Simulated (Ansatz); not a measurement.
ZnSe: experiment and calculation

**What was measured.**

A printed reference work, data compilation reports, for a bulk crystal of ZnSe at 300 K: lattice constant a 5.6685 ± 0.0004 Å.

From “Alloy Disordering Effects on the Thermal Conductivity and Energy Gap Temperature Dependence of Cd1−xZnxSe Ternary Crystals Grown by the Bridgman Method”, 2023, pmc:10253836, for a bulk crystal of ZnSe at 300 K: band gap 2.695 ± 0.003 eV (an exciton energy, a little under the gap).

How close the calculation comes is told below.

All numbers below come from DFT PBEsol, scalar-relativistic, plane waves, PAW in Ansatz 0.2.0.

Settings: cutoff 420 eV, Γ-centred mesh 8×8×8 on the computed 2-atom cell, Gaussian smearing of 0.02 eV; no spin polarisation.

Relaxed structure, symmetry kept:

```xyz
2
Lattice="0.0000 2.8166 2.8166 2.8166 0.0000 2.8166 2.8166 2.8166 0.0000" Properties=species:S:1:pos:R:3 pbc="T T T"
Zn    0.0000    0.0000    0.0000
Se    1.4083    1.4083    1.4083
```

```
Space group                                                                                                                                 : F-43m (No. 216)
Volume per atom                                                                                                                             : 22.34 Å³
Formation energy from the elements' standard states (uncorrected)                                                                           : -0.671 eV/atom
Kohn–Sham band gap                                                                                                                          : 1.24 eV, direct at Γ
Löwdin character of the top 1 eV of the valence band                                                                                        : Se 4p 89 %
Löwdin character of the lowest 1 eV of the conduction band                                                                                  : Zn 4s 56 %, Se 4s 21 %, Se 4p 19 %
Electron masses at the edge by Cartesian direction of the standard setting (m_e; degenerate bands sorted by energy; no spin-orbit coupling) : x: 0.092; y: 0.092; z: 0.092
Hole masses at the edge by Cartesian direction of the standard setting (m_e; degenerate bands sorted by energy; no spin-orbit coupling)     : x: 0.58, 0.58, 0.097; y: 0.58, 0.58, 0.097; z: 0.58, 0.58, 0.097
Bulk modulus                                                                                                                                : 65 GPa
Its pressure derivative                                                                                                                     : 4.6
Bader charges (e)                                                                                                                           : Zn (1 in the cell) 0.72, Se (1 in the cell) -0.72
```

Measured lattice constant a of ZnSe: 5.6685 Å (300 K; a printed reference work, data compilation). This calculation gives 5.633 Å (-0.6 %). The calculation is for 0 K without zero-point motion. Measured band gap of ZnSe: 2.695 eV (an exciton energy, a little under the gap; 300 K; the paper above). This calculation gives 1.24 eV (-1.46 eV). So large a miss may mean another phase, state or a wrong row. Kohn–Sham gaps of semilocal functionals fall short of measured ones as a rule; spin-orbit coupling, left out here, would usually lower the calculated gap of a compound with heavy elements.